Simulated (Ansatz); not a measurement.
Method: DFT PBE, scalar-relativistic, plane waves, PAW (Ansatz). All cells share a 420 eV cutoff and Γ-centred k meshes spaced at most about 0.3 Å⁻¹ (about 0.25 or finer for metals, 2π included). No spin polarisation.

Each guess is relaxed in cell and atoms at zero pressure, on a coarse mesh first where it starts far from rest and then on a converged one. The steps can't lower the symmetry of the start, but it can rise. Energies are static (0 K, no zero-point motion).

This guess for TaSi2 isn't its lowest structure:

```cif
data_structure
_symmetry_space_group_name_H-M 'F-43m'
_symmetry_Int_Tables_number 216
_cell_length_a 5.8099
_cell_length_b 5.8099
_cell_length_c 5.8099
_cell_angle_alpha 90.000
_cell_angle_beta 90.000
_cell_angle_gamma 90.000
_cell_volume 196.11
loop_
_atom_site_label
_atom_site_type_symbol
_atom_site_symmetry_multiplicity
_atom_site_Wyckoff_symbol
_atom_site_fract_x
_atom_site_fract_y
_atom_site_fract_z
_atom_site_occupancy
Ta1 Ta 4 d 0.25000 0.25000 0.75000 1
Si1 Si 4 c 0.25000 0.25000 0.25000 1
Si2 Si 4 b 0.50000 0.00000 0.00000 1
```

Q: Where does the relaxation end?

A: F-43m at 16.3 Å³/atom → F-43m at 17.2 Å³/atom. Conventional cell: a = 5.915 Å. Ta is surrounded by 4 Si at 2.56 Å and 6 Si at 2.96 Å; around Si on its first site lie 4 Si at 2.56 Å and 6 Ta at 2.96 Å; Si on its second site is surrounded by 4 Si at 2.56 Å and 4 Ta at 2.56 Å.

```xyz
3
Lattice="0.0000 2.9575 2.9575 2.9575 0.0000 2.9575 2.9575 2.9575 0.0000" Properties=species:S:1:pos:R:3 pbc="T T T"
Ta    1.4787    1.4787    1.4787
Si    4.4362    4.4362    4.4362
Si    2.9575    2.9575    2.9575
```

Q: How far does this end lie above the lowest form of TaSi2 relaxed in the same way, and what is that form?

A: It lies 0.94 eV/atom above the lowest of the 9 forms computed, a structure that the Crystallography Open Database (COD) lists. Space group P6_422 (No. 181), hexagonal, a = 4.806 Å, c = 6.597 Å. Ta has 10 Si at 2.62–2.84 Å and 4 Ta at 3.26 Å; Si is surrounded by 3 Si at 2.57–2.64 Å, 5 Ta at 2.62–2.84 Å, 2 Si at 2.84 Å, 2 Si at 3.18 Å and 2 Si at 3.34 Å. That form has 14.7 Å³/atom and no gap on its mesh, nor has the guess's end. Counting Si atoms around Ta (those within 1.25 times the shortest such distance or 1.15 times the sum of covalent radii; a plus sign parts nearer from farther groups), the guess's end has Ta 4+6 and the lowest form has Ta 10.

These runs have no spin–orbit coupling, which can matter for Ta. Some types were kept out of the candidates beforehand, so the set may lack a known form.
